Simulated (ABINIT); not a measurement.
A run of ABINIT 10.8.3 (patched build):

run.abi

```
pp_dirpath "./"
pseudos "As.upf"

acell 4.131 4.131 4.131 Angstrom
rprim
     0.4552885255     0.2628609527     0.8506564983
    -0.4552885255     0.2628609527     0.8506564983
     0.0000000000    -0.5257219055     0.8506564983
ntypat 1
znucl 33
natom 2
typat 1 1
xcart
     0.0000000000     0.0000000000     2.3825340323
     0.0000000000    -0.0000000001     8.1596519512 Angstrom

ecut 46.0

kptopt 1
ngkpt 7 7 7
nshiftk 1
shiftk 0.0 0.0 0.0

ixc -497498
usekden 1
nc_xccc_gspace 1
boxcutmin 3.0

nband 19
occopt 3
tsmear 0.05 eV

nstep 100
tolvrs 1.0e-9

iomode 3
prtwf 0
prtden 0
prteig 0
prtebands 0
```

Potentials or basis: PseudoDojo NC SR PBE v0.5 standard.

Command:

```console
$ mpirun --bind-to none -np 4 abinit run.abi > log 2>&1
```

Hardware: 4 MPI ranks on Intel(R) Xeon(R) 6975P-C (Granite Rapids), on a shared host.

**Question.** Estimate the wall time of this run.

**Answer.** Wall time 4.2 min on 4 MPI ranks on Intel(R) Xeon(R) 6975P-C (Granite Rapids), with other jobs on the host, peak memory 0.96 GiB a rank. Counts: scf iterations 11, mpi ranks 4, k points 44, bands 19, plane waves 4351.
